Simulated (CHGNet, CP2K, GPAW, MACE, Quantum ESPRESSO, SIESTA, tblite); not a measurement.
**Twisted Ti2CO2 MXene bilayer, 21.79° (70 atoms): forces by two methods**

Ti2CO2 MXene (a = 3.03 Å) under Ti2CO2 MXene (a = 3.03 Å), bilayer, commensurate cell of 7 unit cells a layer, twist 21.79 deg; facing planes 2.75 Å apart; 12 Å of vacuum; layers as built, displaced by a Gaussian of 0.01 Å. Then every atom was moved at random, 0.06 Å r.m.s. a Cartesian component.

Two calculations on one geometry. First: machine-learned interatomic potential CHGNet r2SCAN, trained on r2SCAN plane-wave data (CHGNet r2SCAN). Second: Kohn-Sham DFT, PBE, SSSP efficiency 1.3.0 pseudopotentials, plane waves; sssp-1.3.0-efficiency; 60/480 Ry; levels smeared at 580 K (Quantum ESPRESSO 7.5; sssp-pbe-1.3.0-efficiency, cutoffs 60/480 Ry, Γ point).

Cell vectors (Å):

```
8.017 0.000 0.000
-4.008 6.943 0.000
0.000 0.000 23.630
```

Atom, position (Å) and force of the first calculation (eV/Å):

```
1 C 0.052 0.039 8.209 -0.541 -0.443 0.431
2 Ti 0.588 1.663 9.563 -0.113 -0.143 -0.442
3 Ti 1.643 0.308 6.857 0.432 0.173 0.059
4 O 1.676 0.305 10.428 0.222 0.194 0.006
5 O 0.572 1.648 6.079 -0.172 0.097 -0.108
6 C -0.550 3.064 8.167 -0.014 -0.762 0.251
7 Ti 0.015 4.614 9.453 -0.407 0.591 0.188
8 Ti 1.298 3.353 6.895 -1.105 -0.706 0.077
9 O 1.105 3.344 10.426 0.298 -0.236 0.040
10 O 0.051 4.554 6.009 -0.129 0.399 0.062
11 C -1.106 5.986 8.188 -0.064 -0.063 0.011
12 Ti 3.373 0.651 9.598 0.214 -0.357 -0.263
13 Ti 0.627 6.334 6.886 -1.107 -0.188 0.146
14 O 0.559 6.216 10.517 0.137 0.356 -0.801
15 O 3.397 0.794 5.972 0.380 -0.335 0.373
16 C 2.308 1.918 8.145 0.212 0.500 1.041
17 Ti 2.817 3.608 9.558 0.300 -0.265 -0.208
18 Ti 4.096 2.365 6.929 0.005 -0.646 0.292
19 O 4.107 2.299 10.386 -0.377 -0.015 -0.113
20 O 2.992 3.631 6.063 0.064 0.148 -0.583
21 C 1.728 4.933 8.197 0.262 0.305 0.329
22 Ti 2.301 6.656 9.496 -0.196 -0.168 0.392
23 Ti 3.407 5.215 7.034 0.650 0.693 0.157
24 O 3.399 5.290 10.454 -0.174 -0.084 -0.029
25 O 2.237 6.570 6.015 0.555 -0.168 -0.279
26 C 5.228 1.002 8.253 -0.713 -0.198 0.006
27 Ti 5.818 2.585 9.512 0.128 0.399 0.365
28 Ti 6.728 1.256 6.960 1.290 0.725 -0.381
29 O 6.873 1.294 10.537 0.231 -0.050 -0.563
30 O 5.786 2.561 5.902 -0.125 0.331 0.473
31 C 4.749 3.973 8.380 -1.187 -0.240 -1.308
32 Ti -2.963 5.529 9.605 0.820 0.280 -0.077
33 Ti -1.685 4.317 6.894 0.337 0.032 0.088
34 O -1.620 4.299 10.437 -0.218 0.032 -0.086
35 O -2.931 5.612 5.991 0.111 -0.194 0.257
36 C -1.742 4.904 15.450 0.472 0.500 -0.506
37 Ti -0.597 6.456 16.722 -0.398 -1.030 0.037
38 Ti 0.089 4.694 14.113 -0.206 -0.521 0.540
39 O -0.001 4.533 17.593 0.029 0.624 -0.115
40 O -0.543 6.320 13.269 -0.312 -0.453 -1.012
41 C -3.996 6.925 15.436 0.094 0.411 -0.088
42 Ti 1.097 1.460 16.766 0.472 -1.341 -0.386
43 Ti -2.224 6.534 14.067 -1.041 0.721 0.682
44 O -2.230 6.637 17.692 -0.031 0.078 -0.473
45 O 1.190 1.285 13.113 -0.052 0.218 0.925
46 C 0.615 2.946 15.454 -0.308 0.521 -0.497
47 Ti 1.683 4.349 16.763 0.118 0.284 -0.211
48 Ti 2.229 2.626 14.149 0.175 -0.422 -0.242
49 O 2.254 2.660 17.610 0.388 0.235 0.261
50 O 1.723 4.334 13.223 0.044 -0.320 -0.313
51 C 1.191 5.997 15.276 -0.060 -0.182 1.404
52 Ti 6.279 0.403 16.774 0.601 -0.803 -0.763
53 Ti 2.946 5.554 14.053 -0.259 0.815 0.662
54 O 2.969 5.579 17.665 -0.642 0.303 -0.041
55 O 6.357 0.375 13.286 -0.205 0.128 -0.051
56 C 2.876 1.002 15.438 -0.202 0.020 -0.200
57 Ti 4.033 2.346 16.632 -0.601 0.206 0.299
58 Ti 4.526 0.593 14.105 1.006 1.028 0.184
59 O 4.643 0.670 17.635 -0.218 0.081 0.348
60 O 4.003 2.350 13.242 -0.033 0.118 0.259
61 C 3.403 4.039 15.459 0.158 -0.505 -0.429
62 Ti 4.597 5.226 16.737 -0.010 1.112 -0.218
63 Ti 5.192 3.630 14.128 -0.169 -0.114 0.014
64 O 5.187 3.675 17.603 -0.125 -0.494 0.633
65 O 4.591 5.303 13.205 0.359 -0.217 -0.410
66 C 5.620 2.043 15.484 0.884 -0.568 -0.753
67 Ti -1.192 3.231 16.690 0.203 1.208 -0.216
68 Ti -0.628 1.764 14.138 0.370 -0.821 -0.089
69 O -0.548 1.740 17.613 -0.263 -0.625 0.817
70 O -1.074 3.392 13.191 -0.246 -0.190 0.146
```

Q: Give the forces of the second method.

Atom and force (eV/Å):

```
1 -0.776 -1.002 1.012
2 -0.586 -0.403 -1.044
3 0.142 0.119 -0.192
4 0.710 0.484 0.534
5 0.174 0.415 -0.574
6 0.303 -1.244 0.874
7 -1.386 0.834 0.186
8 -2.777 -1.503 -0.015
9 1.129 -0.568 0.294
10 0.194 0.817 -0.528
11 0.572 -0.060 -0.141
12 0.065 -1.275 -0.711
13 -2.940 -1.006 0.274
14 0.411 0.864 -1.147
15 1.153 -0.700 0.428
16 0.829 1.362 2.247
17 0.150 -0.750 -0.224
18 -0.812 -1.571 -0.044
19 -1.046 0.247 0.442
20 -0.116 0.403 -0.974
21 1.051 0.610 0.238
22 -0.717 -0.405 0.844
23 1.204 1.741 0.026
24 0.038 -0.152 0.331
25 1.135 0.086 -0.483
26 -0.276 -0.291 -0.443
27 -0.265 1.150 0.523
28 2.257 1.109 -0.866
29 0.475 -0.072 -0.840
30 -0.425 0.583 1.007
31 -1.883 -0.210 -2.454
32 1.283 0.175 -0.292
33 0.927 0.323 0.300
34 -0.590 0.071 0.187
35 0.403 -0.189 0.165
36 0.883 0.789 -1.143
37 -1.256 -1.288 0.503
38 -0.288 -0.508 1.250
39 0.362 0.861 0.032
40 -0.278 -0.726 -2.211
41 0.039 0.687 0.001
42 0.748 -1.835 -0.735
43 -2.369 1.305 1.488
44 0.320 0.080 -0.669
45 -0.119 0.540 1.394
46 -0.169 0.542 -1.035
47 0.210 0.266 0.299
48 0.334 -0.338 -0.620
49 0.391 0.503 0.748
50 0.319 -0.853 -0.908
51 -0.333 -0.157 2.395
52 1.252 -1.495 -1.404
53 -0.765 1.371 1.339
54 -1.459 0.508 0.119
55 -0.201 0.323 -0.491
56 0.198 -0.192 -0.238
57 -1.167 0.730 0.562
58 1.496 1.688 0.530
59 -0.635 -0.153 0.751
60 0.114 0.015 -0.027
61 0.561 -1.294 -0.692
62 -0.123 1.868 -0.300
63 -0.407 0.024 0.016
64 -0.148 -0.939 1.057
65 0.859 -0.393 -0.839
66 2.022 -0.585 -1.083
67 0.005 2.839 0.047
68 0.936 -2.042 -0.764
69 -0.616 -1.224 1.484
70 -0.723 -0.907 0.200
```

The two sets differ by 522 meV/Å r.m.s., 55 % of the r.m.s. force of the Quantum ESPRESSO run. Machine-learned potentials mimic data converged in k, so the reference's own k-point error enters their differences. The runs have no spin polarisation, so any moments at edges, vacancies or dangling bonds can't form. The electronic-structure runs sample only Γ, in a cell whose shortest periodic width is 7 Å.

[Logs are printed without paths, hosts, clocks, repeated set-up lines and the standing remarks that a program may print on its own settings, such as how far it seeks lower states.]

[Hosts, paths, dates, database ids (printed as entryN), source tags and the programs' standing remarks are cut or masked in the printed files.]
